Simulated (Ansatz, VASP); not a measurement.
# ZnS (Wurtzite-2H) in VASP and in Ansatz

INCAR

```
SYSTEM = ZnS
  PREC = Accurate
  ENCUT = 520
  EDIFF = 1E-7
  ISMEAR = -1
  SIGMA = 0.05
  LREAL = .False.
  LASPH = .True.
  NELM = 100
  ALGO = Normal
  ISIF = 2
  LWAVE = .False.
  LCHARG = .True.
  GGA = PE
  LELF = .True.
  LVHAR = .True.
  NBANDS = 26
```

The input KPOINTS:

```
Automatic mesh
0
Gamma
  8 8 5
  0 0 0
```

The input POSCAR:

```
ZnS
1.0
    3.8110000000      0.0000000000      0.0000000000
   -1.9055000000      3.3004228138      0.0000000000
    0.0000000000      0.0000000000      6.2340000000
Zn S
2 2
Direct
    0.6666666667      0.3333333333      0.5000000000
    0.3333333333      0.6666666667      0.0000000000
    0.6666666667      0.3333333333      0.8850000000
    0.3333333333      0.6666666667      0.3850000000
```

Contents of input.yaml:

```yaml
crystal:
  lattice:
    - [3.811, 0.0, 0.0]
    - [-1.9055, 3.3004228138, 0.0]
    - [0.0, 0.0, 6.234]
  atoms:
    - { symbol: Zn, position: [0.6666666667, 0.3333333333, 0.5] }
    - { symbol: Zn, position: [0.3333333333, 0.6666666667, 0.0] }
    - { symbol: S, position: [0.6666666667, 0.3333333333, 0.885] }
    - { symbol: S, position: [0.3333333333, 0.6666666667, 0.385] }
hamiltonian:
  xc: pbe
  pseudopotentials: { kind: paw }
kpoints:
  mp_grid: { grid: [8, 8, 5] }
scf:
  occupations: { method: fermi_dirac, width: 0.05 }
output:
  forces: true
  stress: true
  eigenvalues: true
  write_density: true
  write_potential: true
  elf: true
  volumetric_format: npy
```

Alike in both runs: task single point; functional PBE; k mesh 8 × 8 × 5; occupations fermi-dirac, width 0.05 eV; no spin polarisation.

|  | VASP | Ansatz |
| --- | --- | --- |
| version | VASP 6.6.1 | Ansatz 0.2.0 |
| potentials or method | VASP PAW PBE potentials, release 64 (Zn, S) | Ansatz PAW |
| plane-wave cutoff (eV) | 520 | 420 |
| valence electrons in the cell | 36 | 36 |

|  | VASP | Ansatz | Ansatz less VASP |
| --- | --- | --- | --- |
| gap on the k mesh at the Fermi level (eV) | 2.25 | 2.25 | -0.006 |
| least direct gap on the mesh (eV) | 2.25 | 2.25 | -0.006 |
| pressure (GPa) | 2.5 | 2.3 | -0.16 |
| largest component of the traceless stress (GPa) | 1.37 | 1.35 | -0.024 |
| rms of the force components (eV/Å) | 0.186 | 0.184 | -0.0019 |

Atom by atom the forces differ by 0.002 eV/Å (rms over components). With one functional, cell and mesh, what is left measures potentials, basis and numerics.

Caveats: odd divisions of the mesh miss points on the zone boundary, where band edges often lie, so the gap on the mesh can be too wide (Ansatz).
